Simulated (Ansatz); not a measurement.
# A defect in a wire: (4,0) C nanotube, B and B in place of neighbours C and C

Wanted: the relaxed defect and the transmission past it, beside the channels of the perfect wire.

Method: DFT PBE, plane waves, PAW; relaxation of a wire's period, in the first sound run; inputs show where later runs differ, in Ansatz 0.2.0.

## (1) The starting structure

The cell holds 16 atoms: 16 C. Cell: a = 9.932 Å, b = 9.932 Å, c = 4.260 Å, α = 90.0°, β = 90.0°, γ = 90.0°. Vacuum lies along a and b. The structure's axis is c.

Coordinates:

```cif
data_structure
_symmetry_space_group_name_H-M 'P 1'
_symmetry_Int_Tables_number 1
_cell_length_a 9.9320
_cell_length_b 9.9320
_cell_length_c 4.2600
_cell_angle_alpha 90.000
_cell_angle_beta 90.000
_cell_angle_gamma 90.000
_cell_volume 420.23
loop_
_atom_site_label
_atom_site_type_symbol
_atom_site_fract_x
_atom_site_fract_y
_atom_site_fract_z
_atom_site_occupancy
C1 C 0.34233 0.49998 0.00000 1
C2 C 0.49998 0.65763 0.00000 1
C3 C 0.49998 0.34233 0.00000 1
C4 C 0.65763 0.49998 0.00000 1
C5 C 0.34233 0.49998 0.33333 1
C6 C 0.49998 0.65763 0.33333 1
C7 C 0.49998 0.34233 0.33333 1
C8 C 0.65763 0.49998 0.33333 1
C9 C 0.38850 0.61145 0.50000 1
C10 C 0.38850 0.38850 0.50000 1
C11 C 0.61145 0.61145 0.50000 1
C12 C 0.61145 0.38850 0.50000 1
C13 C 0.38850 0.61145 0.83333 1
C14 C 0.38850 0.38850 0.83333 1
C15 C 0.61145 0.61145 0.83333 1
C16 C 0.61145 0.38850 0.83333 1
```

## (2) Relaxing the period

Band widths follow the bond lengths, so the wire is relaxed first. The atoms and the third cell vector are free; the box across stays fixed as vacuum. A Fermi-Dirac smearing is set since the result may be a metal. The pressure printed is a third of the stress's trace over the whole box, vacuum included; only the stress along the axis is relaxed.

input.yaml reads:

```yaml
crystal:
  lattice:
    - [9.932, 0.0, 0.0]
    - [0.0, 9.932, 0.0]
    - [0.0, 0.0, 4.26]
  atoms:
    - { symbol: C, position: [0.342327829, 0.499977252, 0.0] }
    - { symbol: C, position: [0.499977252, 0.657626674, 0.0] }
    - { symbol: C, position: [0.499977252, 0.342327829, 0.0] }
    - { symbol: C, position: [0.657626674, 0.499977252, 0.0] }
    - { symbol: C, position: [0.342327829, 0.499977252, 0.333333333] }
    - { symbol: C, position: [0.499977252, 0.657626674, 0.333333333] }
    - { symbol: C, position: [0.499977252, 0.342327829, 0.333333333] }
    - { symbol: C, position: [0.657626674, 0.499977252, 0.333333333] }
    - { symbol: C, position: [0.388502276, 0.611452227, 0.5] }
    - { symbol: C, position: [0.388502276, 0.388502276, 0.5] }
    - { symbol: C, position: [0.611452227, 0.611452227, 0.5] }
    - { symbol: C, position: [0.611452227, 0.388502276, 0.5] }
    - { symbol: C, position: [0.388502276, 0.611452227, 0.833333333] }
    - { symbol: C, position: [0.388502276, 0.388502276, 0.833333333] }
    - { symbol: C, position: [0.611452227, 0.611452227, 0.833333333] }
    - { symbol: C, position: [0.611452227, 0.388502276, 0.833333333] }
kpoints:
  mp_grid: { grid: [1, 1, 19] }
scf:
  occupations: { method: fermi_dirac, width: 0.05 }
hamiltonian:
  xc: pbe
relax:
  cell: { fix: [a, b, alpha, beta, gamma] }
  max_steps: 60
```

Launch:

```
$ ansatz run input.yaml --threads 4 --pin off --max-ram 16384MiB --backend cpu --events-out ev --progress --plain --runs-dir out
```

Numbers of over 12 decimals in the logs are rounded to 6 here.

The program printed:

```text
Engine: ansatz 0.2.0, aarch64-unknown-linux-gnu
Pseudopotentials: kind: paw
Pseudopotential: C, paw, valence charge 4, recommended cutoff 420 eV (normal), C.paw.azcp
Functional definition: PBE
  parameter kappa = 0.804
  parameter beta = 0.066725
  exchange = pbe_x(kappa = kappa, mu = beta*pi^2/3)
  correlation = pbe_c(beta = beta)
Crystal: 16 atoms, lattice volume = 420.226 Å³
Basis set: ecut = 420 eV, 8195 PW (Γ), exchange–correlation on 144×144×60 points (8 copies of the dense FFT grid, shifted against one another)
Bands: 48, of which v1, the nominal top of the filled ones, is band 32 counted from 1 (31 counted from 0)
Symmetry: 16 space group operations
Space group: P4/mmm (ITA 123), of the structure as read, at distance tolerance 7.5e-5 Å
k-points: 10 of 19
Non-local potential: C, projectors of the file, l = 0: 2, l = 1: 2, l = 2: 1
PAW form: soft (Blöchl's): semilocal exchange-correlation on the pseudo side does not see the compensation charge
PAW one-centre angular grid: C, 110 points (default); XC on 64 Gauss nodes
Initial density: superposition of atomic densities (neutral atoms: chi_scale 0, normalization atom), corrected by the library's trained network
Initial wavefunctions: pseudopotential atomic-orbital guess
Functional: x = pbe(κ = 0.804, μ = 0.219515), c = pbe(β = 0.066725)
SCF iter   1: F=—  HF=-4000.759177 eV  |F-HF|=—  |Δ(HF+E_count)|=         —  Δρ=7.08e-3  dr2=1.08e-1  ethr=1.77e-3  ⟨swp⟩=12.1  Hψ=3260  notcnv=0  defer=55
preconditioner: auto → LDOS  [metal: Δε(μ)=0.043 eV  Ē_g=14.052 eV  σ=0.050 eV  W_gap=0.21  n_scr=54 (ndim 8)  ℏωp=14.5 eV  f_vac=0.637  D(μ)=8.24/eV (n_scr^D=42)  β→1.0]
SCF iter   2: F=—  HF=-4000.778898 eV  |F-HF|=—  |Δ(HF+E_count)|=   1.97e-2  Δρ=1.54e-3  dr2=7.97e-3  ethr=1.68e-4  ⟨swp⟩=3.9  Hψ=994  notcnv=0  defer=86
SCF iter   3: F=—  HF=-4000.781795 eV  |F-HF|=—  |Δ(HF+E_count)|=   2.90e-3  Δρ=4.31e-4  dr2=7.21e-4  ethr=1.25e-5  ⟨swp⟩=2.4  Hψ=808  notcnv=0  defer=86
SCF iter   4: F=—  HF=-4000.782224 eV  |F-HF|=—  |Δ(HF+E_count)|=   4.30e-4  Δρ=1.54e-4  dr2=1.09e-4  ethr=1.13e-6  ⟨swp⟩=2.1  Hψ=761  notcnv=0  defer=86
SCF iter   5: F=—  HF=-4000.782314 eV  |F-HF|=—  |Δ(HF+E_count)|=   8.99e-5  Δρ=4.37e-5  dr2=5.08e-6  ethr=1.71e-7  ⟨swp⟩=2.1  Hψ=729  notcnv=0  defer=86
SCF iter   6: F=—  HF=-4000.782473 eV  |F-HF|=—  |Δ(HF+E_count)|=   1.59e-4  Δρ=9.16e-6  dr2=3.35e-7  ethr=7.94e-9  ⟨swp⟩=2.1  Hψ=784  notcnv=0  defer=86
SCF iter   7: F=-4000.782475 eV  HF=-4000.782474 eV  |F-HF|=1.07e-7  |Δ(HF+E_count)|=   1.02e-6  Δρ=2.31e-6  dr2=2.17e-8  ethr=1.56e-10  ⟨swp⟩=5.0  Hψ=1768  notcnv=0
SCF 1 converged in 7 iterations: F = -4000.782475 eV  dr2 = 2.17e-8
  greatest PAW one-centre occupation: 0.684 electrons in one spin orbital (limit 2), on the C atom at site 15 (counted from 0), in its partial waves of l = 0
relax step   1: F+E_penalty+E_count = -4000.78247460 eV  Δ(F+E_penalty+E_count) = +0.000e0 eV  max|allowed force component| = 2.360e0 eV/Å  Δτ_max = 0.0000 Å  P = +8.733 GPa  Ω = 420.226 Å³  fix = [a, b, alpha, beta, gamma]  reactions: a +11.211, b +11.211 GPa  (7 SCF iters, dr2 threshold 1.00e-7 eV, accepted)
Crystal: 16 atoms, lattice volume = 419.466 Å³
Basis set: ecut = 420 eV, 8187 PW (Γ), exchange–correlation on 144×144×60 points (8 copies of the dense FFT grid, shifted against one another)
Initial density: handed on by an earlier stage of this run
Initial wavefunctions: those handed on with the density
iter 1 solved again at ethr=1.33e-3 eV; its pass at ethr=3.10e-3 eV (dr2=8.49e-1 eV) is discarded
SCF iter   1: F=—  HF=-4002.717880 eV  |F-HF|=—  |Δ(HF+E_count)|=         —  Δρ=1.41e-2  dr2=7.98e-1  ethr=1.33e-3  ⟨swp⟩=2.8  Hψ=2095  notcnv=0
preconditioner: auto → LDOS  [insulator: Δε(μ)=0.211 eV  Ē_g=13.456 eV  σ=0.050 eV  W_gap=0.60  n_scr=54 (ndim 8)  ℏωp=14.5 eV  f_vac=0.624  D(μ)=5.19/eV (n_scr^D=22)  ε∞_Penn≈2.2  β→1.0]
SCF iter   2: F=—  HF=-4002.560762 eV  |F-HF|=—  |Δ(HF+E_count)|=   1.57e-1  Δρ=7.41e-3  dr2=3.24e-1  ethr=1.25e-3  ⟨swp⟩=3.8  Hψ=1268  notcnv=0  defer=8
SCF iter   3: F=—  HF=-4002.484123 eV  |F-HF|=—  |Δ(HF+E_count)|=   7.66e-2  Δρ=1.12e-3  dr2=3.85e-3  ethr=5.06e-4  ⟨swp⟩=3.2  Hψ=852  notcnv=0  defer=53
SCF iter   4: F=—  HF=-4002.485169 eV  |F-HF|=—  |Δ(HF+E_count)|=   1.05e-3  Δρ=2.47e-4  dr2=2.31e-4  ethr=6.01e-6  ⟨swp⟩=2.0  Hψ=810  notcnv=0  defer=71
SCF iter   5: F=—  HF=-4002.485422 eV  |F-HF|=—  |Δ(HF+E_count)|=   2.53e-4  Δρ=7.26e-5  dr2=3.33e-5  ethr=3.62e-7  ⟨swp⟩=2.0  Hψ=806  notcnv=0  defer=71
SCF iter   6: F=—  HF=-4002.485423 eV  |F-HF|=—  |Δ(HF+E_count)|=   5.54e-7  Δρ=1.49e-5  dr2=1.77e-6  ethr=5.20e-8  ⟨swp⟩=2.0  Hψ=697  notcnv=0  defer=71
SCF iter   7: F=-4002.485423 eV  HF=-4002.485423 eV  |F-HF|=1.80e-7  |Δ(HF+E_count)|=   4.11e-7  Δρ=4.55e-6  dr2=6.84e-8  ethr=2.50e-9  ⟨swp⟩=5.0  Hψ=1602  notcnv=0
SCF 2 converged in 7 iterations: F = -4002.485423 eV  dr2 = 6.84e-8
  greatest PAW one-centre occupation: 0.672 electrons in one spin orbital (limit 2), on the C atom at site 12 (counted from 0), in its partial waves of l = 0
relax step   2: F+E_penalty+E_count = -4002.48542312 eV  Δ(F+E_penalty+E_count) = -1.703e0 eV  max|allowed force component| = 1.492e0 eV/Å  Δτ_max = 0.0628 Å  P = +3.198 GPa  Ω = 419.466 Å³  energy of the carried Pulay correction = +8.605e-4 eV  fix = [a, b, alpha, beta, gamma]  reactions: a +5.514, b +5.514 GPa  (7 SCF iters, dr2 threshold 1.60e-6 eV, accepted)
Crystal: 16 atoms, lattice volume = 412.635 Å³
Basis set: ecut = 420 eV, 8033 PW (Γ), exchange–correlation on 144×144×60 points (8 copies of the dense FFT grid, shifted against one another)
iter 1 solved again at ethr=1.35e-3 eV; its pass at ethr=3.10e-3 eV (dr2=8.62e-1 eV) is discarded
SCF iter   1: F=—  HF=-4003.385720 eV  |F-HF|=—  |Δ(HF+E_count)|=         —  Δρ=1.59e-2  dr2=8.43e-1  ethr=1.35e-3  ⟨swp⟩=3.1  Hψ=2370  notcnv=0  defer=3
preconditioner: auto → LDOS  [metal: Δε(μ)=0.004 eV  Ē_g=13.318 eV  σ=0.050 eV  W_gap=0.02  n_scr=54 (ndim 8)  ℏωp=14.6 eV  f_vac=0.609  D(μ)=3.23/eV (n_scr^D=8)  β→1.0]
SCF iter   2: F=—  HF=-4003.270183 eV  |F-HF|=—  |Δ(HF+E_count)|=   1.16e-1  Δρ=8.19e-3  dr2=5.29e-1  ethr=1.32e-3  ⟨swp⟩=4.0  Hψ=1213  notcnv=0  defer=3
SCF iter   3: F=—  HF=-4003.111487 eV  |F-HF|=—  |Δ(HF+E_count)|=   1.59e-1  Δρ=9.88e-4  dr2=2.15e-3  ethr=8.26e-4  ⟨swp⟩=3.1  Hψ=861  notcnv=0  defer=29
SCF iter   4: F=—  HF=-4003.111056 eV  |F-HF|=—  |Δ(HF+E_count)|=   4.30e-4  Δρ=1.77e-4  dr2=6.83e-5  ethr=3.35e-6  ⟨swp⟩=2.3  Hψ=847  notcnv=0  defer=79
SCF iter   5: F=—  HF=-4003.111204 eV  |F-HF|=—  |Δ(HF+E_count)|=   1.48e-4  Δρ=3.66e-5  dr2=4.03e-6  ethr=1.07e-7  ⟨swp⟩=2.0  Hψ=706  notcnv=0  defer=79
SCF iter   6: F=-4003.111208 eV  HF=-4003.111208 eV  |F-HF|=9.84e-8  |Δ(HF+E_count)|=   3.54e-6  Δρ=1.06e-5  dr2=5.29e-7  ethr=2.50e-9  ⟨swp⟩=5.0  Hψ=1732  notcnv=0
SCF 3 converged in 6 iterations: F = -4003.111208 eV  dr2 = 5.29e-7
  greatest PAW one-centre occupation: 0.666 electrons in one spin orbital (limit 2), on the C atom at site 7 (counted from 0), in its partial waves of l = 0
relax step   3: F+E_penalty+E_count = -4003.11120756 eV  Δ(F+E_penalty+E_count) = -6.258e-1 eV  max|allowed force component| = 2.345e-1 eV/Å  Δτ_max = 0.0666 Å  P = +0.389 GPa  Ω = 412.635 Å³  energy of the carried Pulay correction = +8.665e-3 eV  fix = [a, b, alpha, beta, gamma]  reactions: a -0.403, b -0.403 GPa  (6 SCF iters, dr2 threshold 1.60e-6 eV, accepted)
[...]
relax step   4: F+E_penalty+E_count = -4003.13962144 eV  Δ(F+E_penalty+E_count) = -2.841e-2 eV  max|allowed force component| = 9.463e-2 eV/Å  Δτ_max = 0.0088 Å  P = -0.052 GPa  Ω = 415.832 Å³  energy of the carried Pulay correction = +4.997e-3 eV  fix = [a, b, alpha, beta, gamma]  reactions: a -0.029, b -0.029 GPa  (5 SCF iters, dr2 threshold 1.60e-6 eV, accepted)
[...]
relax step   5: F+E_penalty+E_count = -4003.14013822 eV  Δ(F+E_penalty+E_count) = -5.168e-4 eV  max|allowed force component| = 1.879e-2 eV/Å  Δτ_max = 0.0008 Å  P = -0.051 GPa  Ω = 415.953 Å³  energy of the carried Pulay correction = +4.858e-3 eV  fix = [a, b, alpha, beta, gamma]  reactions: a -0.039, b -0.039 GPa  (3 SCF iters, dr2 threshold 5.60e-7 eV, accepted)
[...]
relax step   6: F+E_penalty+E_count = -4003.14030284 eV  Δ(F+E_penalty+E_count) = -1.646e-4 eV  max|allowed force component| = 8.784e-3 eV/Å  Δτ_max = 0.0003 Å  P = +0.015 GPa  Ω = 415.825 Å³  energy of the carried Pulay correction = +5.005e-3 eV  fix = [a, b, alpha, beta, gamma]  reactions: a -0.016, b -0.016 GPa  (4 SCF iters, dr2 threshold 2.21e-8 eV, accepted)
[...]
relax step   7: F+E_penalty+E_count = -4003.14021502 eV  Δ(F+E_penalty+E_count) = +8.782e-5 eV  max|allowed force component| = 5.737e-4 eV/Å  Δτ_max = 0.0000 Å  P = -0.018 GPa  Ω = 415.919 Å³  energy of the carried Pulay correction = +4.897e-3 eV  fix = [a, b, alpha, beta, gamma]  reactions: a -0.021, b -0.021 GPa  (4 SCF iters, dr2 threshold 1.43e-8 eV, accepted)
Initial wavefunctions: pseudopotential atomic-orbital guess (no wavefunctions were taken with the density)
iter 1 solved again at ethr=6.71e-8 eV; its pass at ethr=3.10e-3 eV (dr2=4.29e-5 eV) is discarded
SCF iter   1: F=—  HF=-4003.135550 eV  |F-HF|=—  |Δ(HF+E_count)|=         —  Δρ=4.03e-5  dr2=8.51e-7  ethr=6.71e-8  ⟨swp⟩=8.7  Hψ=5483  notcnv=0  defer=4
preconditioner: auto → LDOS  [metal: Δε(μ)=0.048 eV  Ē_g=13.360 eV  σ=0.050 eV  W_gap=0.24  n_scr=54 (ndim 8)  ℏωp=14.6 eV  f_vac=0.614  D(μ)=3.06/eV (n_scr^D=8)  β→1.0]
SCF iter   2: F=—  HF=-4003.135671 eV  |F-HF|=—  |Δ(HF+E_count)|=   1.20e-4  Δρ=3.02e-6  dr2=1.76e-8  ethr=1.33e-9  ⟨swp⟩=2.2  Hψ=858  notcnv=0  defer=3
SCF iter   3: F=—  HF=-4003.135671 eV  |F-HF|=—  |Δ(HF+E_count)|=  1.50e-10  Δρ=5.10e-7  dr2=8.00e-10  ethr=2.74e-11  ⟨swp⟩=3.1  Hψ=986  notcnv=0  defer=3
SCF iter   4: F=-4003.135671 eV  HF=-4003.135671 eV  |F-HF|=1.50e-11  |Δ(HF+E_count)|=  2.05e-11  Δρ=1.02e-7  dr2=2.97e-11  ethr=1.00e-12  ⟨swp⟩=5.0  Hψ=1732  notcnv=0
SCF 8 converged in 4 iterations: F = -4003.135671 eV  dr2 = 2.97e-11
relax step   8: F+E_penalty+E_count = -4003.13567051 eV  Δ(F+E_penalty+E_count) = +4.545e-3 eV  max|allowed force component| = 7.891e-4 eV/Å  Δτ_max = 0.0000 Å  P = -0.024 GPa  Ω = 415.919 Å³  fix = [a, b, alpha, beta, gamma]  reactions: a -0.014, b -0.014 GPa  stress off target by 4.50e-2 GPa on what of the cell is left free  SCF on the basis re-selected at this cell (its energy is not comparable with the rows above)  (4 SCF iters)
basis re-selected at this cell: Δ(F+E_penalty+E_count) = +4.545e-3 eV, ΔP = -0.006 GPa vs the last step (what re-selecting the basis moved, of the pressure what is left beyond the Pulay correction that the steps carried, after the strain that the cell walked since its last selection, with what the two solves' SCF thresholds leave and, on support functions, any second-order correction that the steps lacked; it is no m [...]
SCF converged after 4 iterations
Free energy (F): -4003.135671 eV
Harris-Foulkes:  -4003.135671 eV  (|F-HF|=1.50e-11)
Internal energy: -4003.113420 eV  (E = F + TS)
E sigma→0 (E₀):  -4003.124545 eV
Entropy (-TS):   -0.022251 eV (-1.391 meV/atom)
Fermi energy:    -1.685232 eV
--- Per-component energies (eV) ---
  E_band       = -619.658622
  E_kinetic    = 1442.455251
  E_local      = -12735.138496  (includes V_loc(G=0)·N_el)
  E_nonlocal   = 435.012881
  E_hartree    = 5644.022259
  E_xc         = -762.451308
  E_vxc        = -943.685888  (∫ρ·V_xc dr)
  E_paw        = -1587.503432  (= ΣΔE_a)
  E_vpaw       = -106.347228  (= ΣTr[D̂ρ^β])
  E_aug_tail   = 0.000119  (compensation charges beyond the density's cutoff)
  E_ewald      = 3560.489307
  E_smearing   = -0.022251  (= −TS)
  E_closure    = -0.000000  (closes the sum)
  Σ components = -4003.135671   (vs F -4003.135671, Δ=0.00e0)
--- Forces (eV/Å), atoms counted from 1 ---
  atom   1  C     -0.00019365     0.00000000     0.00078910
  atom   2  C     -0.00000000     0.00019365     0.00078910
  atom   3  C     -0.00000000    -0.00019365     0.00078910
  atom   4  C      0.00019365     0.00000000     0.00078910
  atom   5  C     -0.00019365    -0.00000000    -0.00078910
  atom   6  C     -0.00000000     0.00019365    -0.00078910
  atom   7  C     -0.00000000    -0.00019365    -0.00078910
  atom   8  C      0.00019365     0.00000000    -0.00078910
  atom   9  C      0.00008178    -0.00008178     0.00028133
  atom  10  C      0.00008178     0.00008178     0.00028133
  atom  11  C     -0.00008178    -0.00008178     0.00028133
  atom  12  C     -0.00008178     0.00008178     0.00028133
  atom  13  C      0.00008178    -0.00008178    -0.00028133
  atom  14  C      0.00008178     0.00008178    -0.00028133
  atom  15  C     -0.00008178    -0.00008178    -0.00028133
  atom  16  C     -0.00008178     0.00008178    -0.00028133
  max |Σ_I F_I| component: 2.17e-19 eV/Å
--- Stress (GPa, compression-positive) ---
       -0.014227       0.000000       0.000000
        0.000000      -0.014227       0.000000
        0.000000       0.000000      -0.045013
  P = ⅓ Tr σ = -0.0245 GPa (-0.245 kbar)
--- Relaxed structure (7 steps of the walk, 7 accepted, 1 SCFs on fresh bases) ---
  F+E_penalty+E_count = -4003.13567051 eV   max|allowed force component| = 7.891e-4 eV/Å   (the final SCF, on the basis selected at the relaxed cell)
  cell:  # Å, volume = 415.9193 Å³
    - [9.932, 0.0, 0.0]
    - [0.0, 9.932, 0.0]
    - [0.0, 0.0, 4.216340]
  atoms:
    - { symbol: C, position: [0.330193, 0.499977251625, 0.00206696] }
    - { symbol: C, position: [0.499977251625, 0.669762, 0.00206696] }
    - { symbol: C, position: [0.499977251625, 0.330193, 0.00206696] }
    - { symbol: C, position: [0.669762, 0.499977251625, 0.00206696] }
    - { symbol: C, position: [0.330193, 0.499977251625, 0.331266] }
    - { symbol: C, position: [0.499977251625, 0.669762, 0.331266] }
    - { symbol: C, position: [0.499977251625, 0.330193, 0.331266] }
    - { symbol: C, position: [0.669762, 0.499977251625, 0.331266] }
    - { symbol: C, position: [0.379906, 0.620048, 0.502108] }
    - { symbol: C, position: [0.379906, 0.379906, 0.502108] }
    - { symbol: C, position: [0.620048, 0.620048, 0.502108] }
    - { symbol: C, position: [0.620048, 0.379906, 0.502108] }
    - { symbol: C, position: [0.379906, 0.620048, 0.831226] }
    - { symbol: C, position: [0.379906, 0.379906, 0.831226] }
    - { symbol: C, position: [0.620048, 0.620048, 0.831226] }
    - { symbol: C, position: [0.620048, 0.379906, 0.831226] }
```

The job ended after 26 s (4 threads of Arm Neoverse V1, shared host; peak memory 0.88 GiB; 99 s of CPU time).

Relaxation path:

```csv
step,energy less that of the first step (eV),largest force component (eV/Å),pressure (GPa),volume (Å³)
1,0.0000,2.3600,8.73,420.23
2,-1.7029,1.4922,3.20,419.47
3,-2.3287,0.2345,0.39,412.63
4,-2.3571,0.0946,-0.05,415.83
5,-2.3577,0.0188,-0.05,415.95
6,-2.3578,0.0088,0.01,415.82
7,-2.3577,0.0006,-0.02,415.92
8*,-2.3532,0.0008,-0.02,415.92
```

Relaxation steps marked * repeat the geometry before them on a plane-wave basis chosen anew for their cell, so energy and pressure can jump there.

Forces are held to the 16 operations that the run works with; a distortion that breaks them can't arise in this run.

```csv
cell as run,before,after,change
c (Å),4.260,4.216,-1.0 %
```

The atoms that moved most (Å, along periodic axes as changes of fractional coordinates times the final cell, across vacuum about the mean position):

```csv
atom,dx,dy,dz,length
C11,0.085,0.085,0.009,0.121
C15,0.085,0.085,-0.009,0.121
C9,-0.085,0.085,0.009,0.121
C12,0.085,-0.085,0.009,0.121
C13,-0.085,0.085,-0.009,0.121
C16,0.085,-0.085,-0.009,0.121
C10,-0.085,-0.085,0.009,0.121
C14,-0.085,-0.085,-0.009,0.121
```

Final coordinates:

```cif
data_structure
_symmetry_space_group_name_H-M 'P 1'
_symmetry_Int_Tables_number 1
_cell_length_a 9.9320
_cell_length_b 9.9320
_cell_length_c 4.2163
_cell_angle_alpha 90.000
_cell_angle_beta 90.000
_cell_angle_gamma 90.000
_cell_volume 415.92
loop_
_atom_site_label
_atom_site_type_symbol
_atom_site_fract_x
_atom_site_fract_y
_atom_site_fract_z
_atom_site_occupancy
C1 C 0.33019 0.49998 0.00207 1
C2 C 0.49998 0.66976 0.00207 1
C3 C 0.49998 0.33019 0.00207 1
C4 C 0.66976 0.49998 0.00207 1
C5 C 0.33019 0.49998 0.33127 1
C6 C 0.49998 0.66976 0.33127 1
C7 C 0.49998 0.33019 0.33127 1
C8 C 0.66976 0.49998 0.33127 1
C9 C 0.37991 0.62005 0.50211 1
C10 C 0.37991 0.37991 0.50211 1
C11 C 0.62005 0.62005 0.50211 1
C12 C 0.62005 0.37991 0.50211 1
C13 C 0.37991 0.62005 0.83123 1
C14 C 0.37991 0.37991 0.83123 1
C15 C 0.62005 0.62005 0.83123 1
C16 C 0.62005 0.37991 0.83123 1
```

This step gave:

- energy at zero smearing: -4003.1245 eV
- cell length along the wire: 4.216 Å

The cell's length comes to 4.216 Å with spin left out.

(Part 1 of 4 ends here.)

[Logs are printed without paths, hosts, clocks, repeated set-up lines and the standing remarks that a program may print on its own settings, such as how far it seeks lower states.]

[Hosts, paths, dates, database ids (printed as entryN), source tags and the programs' standing remarks are cut or masked in the printed files.]
